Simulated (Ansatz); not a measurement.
# Ru: the cost of one run

Method: DFT PBE, scalar-relativistic, plane waves, PAW, in Ansatz 0.2.0.

## (1) The system as given

Symmetry: C2/m, No. 12, monoclinic system. The conventional cell has a = 9.353 Å, b = 6.611 Å, c = 4.355 Å, α = 90.00°, β = 116.30°, γ = 90.00°. Around Ru (site symmetry m) lie 1 Ru at 1.41 Å. Ru (site symmetry 1) is surrounded by 1 Ru at 1.41 Å.

Coordinates:

```
CELL_PARAMETERS angstrom
4.67652 -3.30525 0.00000
4.67652 3.30525 0.00000
-1.92957 0.00000 3.90417
ATOMIC_POSITIONS crystal
Ru 0.82600 0.82600 0.17400
Ru 0.17400 0.17400 0.82600
Ru 0.24800 0.24800 0.18600
Ru 0.75200 0.75200 0.81400
Ru 0.76910 0.30290 0.18100
Ru 0.69710 0.23090 0.81900
Ru 0.23090 0.69710 0.81900
Ru 0.30290 0.76910 0.18100
```

(A quick probe on a coarse mesh, which set the mesh and smearing, is not shown.)

## (3) A loose first relaxation

The input, input.yaml:

```yaml
crystal:
  lattice:
    - [4.676522584, -3.3052511563, 0.0]
    - [4.676522584, 3.3052511563, 0.0]
    - [-1.9295672506, 0.0, 3.9041746359]
  atoms:
    - { symbol: Ru, position: [0.826, 0.826, 0.174] }
    - { symbol: Ru, position: [0.174, 0.174, 0.826] }
    - { symbol: Ru, position: [0.248, 0.248, 0.186] }
    - { symbol: Ru, position: [0.752, 0.752, 0.814] }
    - { symbol: Ru, position: [0.7691, 0.3029, 0.181] }
    - { symbol: Ru, position: [0.6971, 0.2309, 0.819] }
    - { symbol: Ru, position: [0.2309, 0.6971, 0.819] }
    - { symbol: Ru, position: [0.3029, 0.7691, 0.181] }
basis:
  ecutwfc: 420
kpoints:
  mp_grid: { grid: [4, 4, 4] }
hamiltonian:
  xc: pbe
scf:
  occupations: { method: gaussian, width: 0.1 }
  lower_state_search: "off"
output:
  forces: true
  stress: true
  eigenvalues: true
relax:
  adjacent_minimum: "off"
  f_tol: 0.04
  max_steps: 70
  cell: { stress_tol: 0.4 }
```

Q: Estimate wall time and peak memory on 4 threads of an x86-64 CPU, shared host.

About 35 s, with a peak of 0.66 GiB.
